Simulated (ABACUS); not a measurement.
# TiTe2 under changes of volume

One of the cells (26.760 Å³/atom); the others are scaled copies at fixed shape and fractional positions:

```
CELL_PARAMETERS angstrom
3.77700 0.00000 0.00000
-1.88850 3.27098 0.00000
0.00000 0.00000 6.49800
ATOMIC_POSITIONS crystal
Te 0.33333 0.66667 0.73720
Te 0.66667 0.33333 0.26280
Ti 0.00000 0.00000 0.00000
```

```yaml
Program: ABACUS 3.10.1
Functional: PBE
Potentials_or_basis: PseudoDojo NC SR 0.4.1 PBE standard
Cutoff: 1143 eV
Density_cutoff: 4572 eV
Basis: plane waves
k_mesh: 8 × 8 × 4
Occupations: fermi-dirac, width 0.05 eV
Spin: no spin polarisation
```

```csv
volume (Å³/atom),energy over the lowest point (meV/atom),pressure (GPa),largest force (eV/Å)
25.154,33.53,5.6,0.596
25.689,17.51,3.9,0.393
26.225,6.93,2.4,0.200
26.760,1.25,1.0,0.023
27.295,0.00,-0.3,0.151
27.830,?,?,?
28.365,9.11,-2.4,0.442
```

What does the run at 27.830 Å³/atom give?

Energy over the lowest point 2.75 meV/atom; pressure -1.4 GPa; largest force 0.289 eV/Å.

Worked out: A Birch-Murnaghan fit of order 3 (a polynomial in V^(-2/3)) to the other rows has its minimum at 27.19 Å³/atom with B0 = V·E''(V) = 62 GPa and B' = 4.2 at fixed shape and positions, which overstates the stiffness. It gives 2.75 meV/atom at 27.830 Å³/atom, against the run's 2.75, and -dE/dV = -1.4 GPa, against -1.4.

Energies are extrapolated to zero smearing.

Caveats: this functional lacks dispersion, which binds the layers, so the pressure and a relaxed spacing across them are unreliable.
